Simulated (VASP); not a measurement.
# Sb (Im-3m) in VASP: a series of runs, part 2 of 2

VASP 6.6.1. Earlier steps stand in the parts before.

## 4. Single point, PBE

Input file INCAR:

```
SYSTEM = Sb
PREC = Accurate
ENCUT = 550
EDIFF = 1E-6
ISMEAR = 0
SIGMA = 0.05
LREAL = .False.
LASPH = .True.
NELM = 100
ALGO = Normal
ISIF = 2
LWAVE = .False.
LCHARG = .False.
GGA = PE
ADDGRID = .False.
```

Input file KPOINTS:

```
Automatic mesh
0
Gamma
  9 9 9
  0 0 0
```

Input file POSCAR:

```
Sb
1.0
   -1.8713408863      1.8713408863      1.8713408863
    1.8713408863     -1.8713408863      1.8713408863
    1.8713408863      1.8713408863     -1.8713408863
Sb
1
Direct
    0.0000000000      0.0000000000      0.0000000000
```

Potentials or basis: VASP PAW PBE potentials, release 64 (Sb).

Run with:

```bash
$ cat potpaw_PBE.64/Sb/POTCAR > POTCAR
$ mpirun -np 1 vasp_std > vasp.out
```

OUTCAR:

```text
SYSTEM = Sb
   PREC = Accurate
   ENCUT = 550
   EDIFF = 1E-6
   ISMEAR = 0
   LREAL = .False.
   LASPH = .True.
   NELM = 100
   ISIF = 2
   GGA = PE

 Found     35 irreducible k-points:

 Following reciprocal coordinates:
            Coordinates               Weight
  0.000000  0.000000  0.000000      1.000000
  0.111111  0.000000  0.000000     12.000000
  0.222222  0.000000  0.000000     12.000000
  0.333333  0.000000  0.000000     12.000000
  0.444444  0.000000  0.000000     12.000000
  0.111111  0.111111  0.000000     24.000000
   k-points           NKPTS =     35   k-points in BZ     NKDIM =     35   number of bands    NBANDS=      6
   number of dos      NEDOS =    301   number of ions     NIONS =      1
   total plane-waves  NPLWV =  21952
   dimension x,y,z NGX =    28 NGY =   28 NGZ =   28
   dimension x,y,z NGXF=    56 NGYF=   56 NGZF=   56
   ions per type =               1
   NGX,Y,Z   is equivalent  to a cutoff of  14.36, 14.36, 14.36 a.u.
   NGXF,Y,Z  is equivalent  to a cutoff of  28.72, 28.72, 28.72 a.u.
 SYSTEM =  Sb
   PREC   = accura    normal or accurate (medium, high low for compatibility)
   ISTART =      0    job   : 0-new  1-cont  2-samecut
   ICHARG =      2    charge: 1-file 2-atom 10-const
   ISPIN  =      1    spin polarized calculation?
   LNONCOLLINEAR =      F non collinear calculations
   LSORBIT =      F    spin-orbit coupling
   LASPH  =      T    aspherical Exc in radial PAW
   ENCUT  =  550.0 eV  40.42 Ry    6.36 a.u.   6.20  6.20  6.20*2*pi/ulx,y,z
   NELM   =    100;   NELMIN=  2; NELMDL= -5     # of ELM steps
   EDIFF  = 0.1E-05   stopping-criterion for ELM
   LREAL  =      F    real-space projection
   EDIFFG = 0.1E-04   stopping-criterion for IOM
   NSW    =      0    number of steps for IOM
   IBRION =     -1    ionic relax: 0-MD 1-quasi-New 2-CG
   NFREE  =      0    steps in history (QN), initial steepest desc. (CG)
   ISIF   =      2    stress and relaxation
   ISYM   =      2    0-nonsym 1-usesym 2-fastsym
   POTIM  = 0.5000    time-step for ionic-motion
   TEBEG  =    0.0;   TEEND  =   0.0 temperature during run
   PSTRESS=    0.0 pullay stress
   NELECT =       5.0000    total number of electrons
   NUPDOWN=      -1.0000    fix difference up-down
   EMIN   =  10.00;   EMAX   =-10.00  energy-range for DOS
   EFERMI =   0.00;   METHOD = LEGACY
   ISMEAR =     0;   SIGMA  =   0.05  broadening in eV -4-tet -1-fermi 0-gaus
   EFERMI_NEDOS =   21; number of points for ismear=-14 and -15
   IALGO  =     38    algorithm
   IMIX   =      4    mixing-type and parameters
     AMIX     =   0.40;   BMIX     =  1.00
     AMIX_MAG =   1.60;   BMIX_MAG =  1.00
  volume/ion in A,a.u.               =      26.21       176.89
  Fermi-wavevector in a.u.,A,eV,Ry     =   0.942378  1.780837 12.083018  0.888077
  Thomas-Fermi vector in A             =   2.069982
   LORBIT       =      0    0 simple, 1 ext, 2 COOP (PROOUT), +10 PAW based schemes
   GGA     = PE    functional components
   LHFCALC =     F    Hartree Fock is set to
   AEXX    =    0.0000 exact exchange contribution
   IVDW    =     0    specifies the selected vdW correction
   LEPSILON=     F    determine dielectric tensor
   LRPA    =     F    only Hartree local field effects (RPA)
 non-spin polarized calculation
 Gauss-broadening in eV      SIGMA  =   0.05
  energy-cutoff  :      550.00
  volume of cell :       26.21
 maximum number of plane-waves:       780
 NGX is ok and might be reduce to    28
   NGX = 13   NGY = 13   NGZ = 13

 number of electron       5.0000000 magnetization

 Free energy of the ion-electron system (eV)
  ---------------------------------------------------
  ext. energy  EPLUGINS =         0.00000000
  ---------------------------------------------------
  free energy    TOTEN  =        -3.92129533 eV

  energy without entropy =       -3.92096959  energy(sigma->0) =       -3.92113246

 E-fermi :   9.0267     XC(G=0): -10.3470

 val. band max:        8.8026752005   @ k =   0.3333   0.2222   0.1111
 cond. band min:       9.0887010564   @ k =  -0.3333   0.3333   0.2222
 fundamental gap:      0.2860258560
 Fermi energy:         9.0267362770

 k-point     1 :       0.0000    0.0000    0.0000
  band No.  band energies     occupation
      1      -4.2501      2.00000
      2      14.5070      0.00000
      3      14.5070      0.00000
      4      14.5070      0.00000
      5      19.4532      0.00000
      6      19.4532      0.00000

 k-point     2 :       0.1111    0.0000    0.0000
  band No.  band energies     occupation
      1      -3.9850      2.00000
      2      12.6425      0.00000
      3      13.7024      0.00000
      4      14.2734      0.00000
      5      18.1475      0.00000
      6      18.2553      0.00000
[... 28 lines left out ...]
 k-point     6 :       0.1111    0.1111    0.0000
  band No.  band energies     occupation
      1      -3.4578      2.00000
      2      10.5478      0.00000
      3      12.2455      0.00000
      4      13.4497      0.00000
      5      17.5702      0.00000
      6      17.9471      0.00000

 [... further k-points ...]

------------------------ aborting loop because EDIFF is reached ----------------------------------------

  FORCE on cell =-STRESS in cart. coord.  units (eV):
  Direction    XX          YY          ZZ          XY          YZ          ZX
  --------------------------------------------------------------------------------------
  -------------------------------------------------------------------------------------
  Total        0.3746474      0.3746474      0.3746474     -0.0000000      0.0000000      0.0000000
  in kB       22.8988989     22.8988989     22.8988989     -0.0000000      0.0000000      0.0000000
  external PRESSURE =      22.8988989 kB  Pullay stress =       0.0000000 kB

 VOLUME and BASIS-vectors are now :
 -----------------------------------------------------------------------------
  energy-cutoff  :      550.00
  volume of cell :       26.21
      direct lattice vectors                 reciprocal lattice vectors
    -1.871340886  1.871340886  1.871340886     0.000000000  0.267188092  0.267188092
     1.871340886 -1.871340886  1.871340886     0.267188092  0.000000000  0.267188092
     1.871340886  1.871340886 -1.871340886     0.267188092  0.267188092  0.000000000

 POSITION                                       TOTAL-FORCE (eV/Angst)
 -----------------------------------------------------------------------------------
      0.00000      0.00000      0.00000        -0.000000      0.000000      0.000000
 -----------------------------------------------------------------------------------
    total drift:                                0.000000      0.000000     -0.000000

  FREE ENERGIE OF THE ION-ELECTRON SYSTEM (eV)
  ---------------------------------------------------
  free  energy   TOTEN  =        -3.9212953320 eV

  energy  without entropy=       -3.9209695901  energy(sigma->0) =       -3.92113246
```

OSZICAR:

```text
N       E                     dE             d eps       ncg     rms          rms(c)
DAV:   1     0.995093733983E+01    0.99509E+01   -0.16823E+03   420   0.578E+02
DAV:   2    -0.371254430757E+01   -0.13663E+02   -0.12779E+02   606   0.778E+01
DAV:   3    -0.392314460465E+01   -0.21060E+00   -0.21045E+00   462   0.108E+01
DAV:   4    -0.392398666009E+01   -0.84206E-03   -0.84205E-03   618   0.933E-01
DAV:   5    -0.392398889573E+01   -0.22356E-05   -0.22357E-05   486   0.321E-02    0.183E+00
DAV:   6    -0.392217527603E+01    0.18136E-02   -0.16603E-03   498   0.292E-01    0.105E+00
DAV:   7    -0.392127390813E+01    0.90137E-03   -0.36287E-03   450   0.427E-01    0.592E-02
DAV:   8    -0.392129496779E+01   -0.21060E-04   -0.52868E-05   558   0.715E-02    0.621E-03
DAV:   9    -0.392129533196E+01   -0.36417E-06   -0.58839E-07   450   0.794E-03
   1 F= -.39212953E+01 E0= -.39211325E+01  d E =-.325742E-03
```

Wall time 8.7 s (1 thread of AMD EPYC 7R43 (Zen 3), shared host); peak memory 0.12 GiB.

The run converged, but some of its settings lie outside the range that counts as converged, so its numbers aren't taken as properties of the crystal.

Results:

- Free energy: -3.9213 eV
- Pressure: 2.3 GPa
- Band gap on the k mesh: none (metal or under the smearing width)

## 5. Single point, PBE

INCAR is that of step 4.

KPOINTS is that of step 4.

Input file POSCAR:

```
Sb
1.0
   -1.8488020000      1.8498240000      1.9110830000
    1.8778730000     -1.8297390000      1.9200690000
    1.8451380000      1.8260750000     -1.8909980000
Sb
1
Direct
   -0.0010080000      0.0132760000      0.0062290000
```

Run with:

```bash
$ cat potpaw_PBE.64/Sb/POTCAR > POTCAR
$ mpirun -np 1 vasp_std > vasp.out
```

Run time: 65 s. Hardware: 1 thread of AMD EPYC 7R43 (Zen 3), shared host; peak memory 0.18 GiB.

The run converged, but some of its settings lie outside the range that counts as converged, so its numbers aren't taken as properties of the crystal.

What came out:

```
Free energy            : -3.9151 eV
Pressure               : 2.4 GPa
Band gap on the k mesh : none (metal or under the smearing width)
```

## 6. Single point, PBE

Input file INCAR:

```
PREC = Accurate
ENCUT = 520
EDIFF = 1E-7
ISMEAR = 0
SIGMA = 0.1
LREAL = False
LASPH = True
NELM = 80
ALGO = Normal
ISIF = 2
LWAVE = False
LCHARG = True
GGA = PE
LELF = True
LVHAR = True
```

Input file KPOINTS:

```
regular mesh
0
Gamma
  10 10 10
```

Input file POSCAR:

```
Sb
3.2413
   -0.577342697776      0.577342697776      0.577342697776
    0.577342697776     -0.577342697776      0.577342697776
    0.577342697776      0.577342697776     -0.577342697776
Sb
1
Direct
    0.0000000000      0.0000000000      0.0000000000
```

Potentials or basis: VASP PAW PBE potentials, release 64 (Sb).

Run with:

```bash
$ cat potpaw_PBE.64/Sb/POTCAR > POTCAR
$ mpirun -np 1 vasp_std > vasp.out
```

Run time: 20 s. Hardware: 1 thread of AMD EPYC, shared host; peak memory 0.1 GiB.

It converged, with:

```yaml
Free_energy: -3.8887 eV
Pressure: 3.1 GPa
Band_gap_on_the_k_mesh: none (metal or under the smearing width)
```

Levels at points of the mesh, in eV from the Fermi level:
```tsv
k point	band 1	band 2	band 3	band 4	band 5	band 6
(0.00, 0.00, 0.00)	-13.05	5.71	5.71	5.71	10.66	10.66
(0.50, 0.00, 0.00)	-8.84	-5.75	1.76	3.84	6.52	6.96
(0.50, 0.50, 0.50)	-5.45	-2.05	-2.05	-2.05	2.92	2.92
```
